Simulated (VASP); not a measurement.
CdTe: relaxation of cell and atoms with RPBE+D4

Crystal: CdTe.

```xyz
2
Lattice="0.0000 2.9753 2.9753 2.9753 0.0000 2.9753 2.9753 2.9753 0.0000" Properties=species:S:1:pos:R:3 pbc="T T T"
Te    4.4629    4.4629    4.4629
Cd    0.0000    0.0000    0.0000
```

The cell isn't the ideal one: volume scaled by 0.8.

- Program: VASP 6.6.1
- Task: relaxation of cell and atoms
- Functional: RPBE
- Dispersion: D4
- Potentials or basis: VASP PAW PBE potentials, release 64 (Te, Cd)
- Cutoff: 600 eV
- k mesh: 5 × 5 × 5
- Occupations: gaussian, width 0.025 eV
- Spin: non-collinear spin, zero start, spin-orbit coupling
- Starting moments: [[0.0, 0.0, 0.0], [0.0, 0.0, 0.0]] μB
- Dipole correction: no
- Further INCAR settings: ALGO = Normal; EDIFF = 1e-07; IBRION = 2; EDIFFG = -0.005; NSW = 80; ISIF = 3

The relaxed volume is 34.78 Å³/atom, the relaxed cell is a = 4.616 Å, b = 4.616 Å, c = 4.616 Å, α = 60.00°, β = 60.00°, γ = 60.00° and the space group after relaxing (to 0.05 Å) is F-43m (No. 216). The energy gained by relaxing is 414.3 meV/atom. The ionic steps are 5. The pressure after relaxing is 0.0 GPa and the net moment is 0.00 μB per cell. The valence electrons inside the program's atomic spheres are Te 3.44; Cd 10.30 and the dispersion energy per atom is -0.612 eV.

The path:
```tsv
step	energy change (eV)	largest force (eV/Å)	pressure (GPa)	volume (Å³)
1	0.0000	0.0000	20.63	52.67
2	-0.6097	0.0000	-4.42	82.99
3	-0.8286	0.0000	0.13	69.34
4	-0.8286	0.0000	-0.07	69.71
5	-0.8287	0.0000	0.01	69.56
```

Final structure:
```yaml
crystal:
  lattice:
    - [0.00000, 3.26418, 3.26418]
    - [3.26418, 0.00000, 3.26418]
    - [3.26418, 3.26418, 0.00000]
  atoms:
    - { symbol: Te, position: [0.75000, 0.75000, 0.75000] }
    - { symbol: Cd, position: [0.00000, 0.00000, 0.00000] }
```

Moments on the atoms (μB; x, y, z):
```
Te  0.00 0.00 0.00
Cd  0.00 0.00 0.00
```

Run time: 2.4 min on 1 thread of Intel(R) Xeon(R) 6975P-C (Granite Rapids) (shared host), peak memory 0.41 GiB.

Caveat: the k mesh is coarse (spacing up to 0.37 Å⁻¹), so the values aren't converged; the volume moved by over 15 % at a fixed basis, so the end points are rough; the PAW data sets were made with another functional, which shifts forces and pressure a little. Zero-point motion and thermal expansion aren't in these numbers.
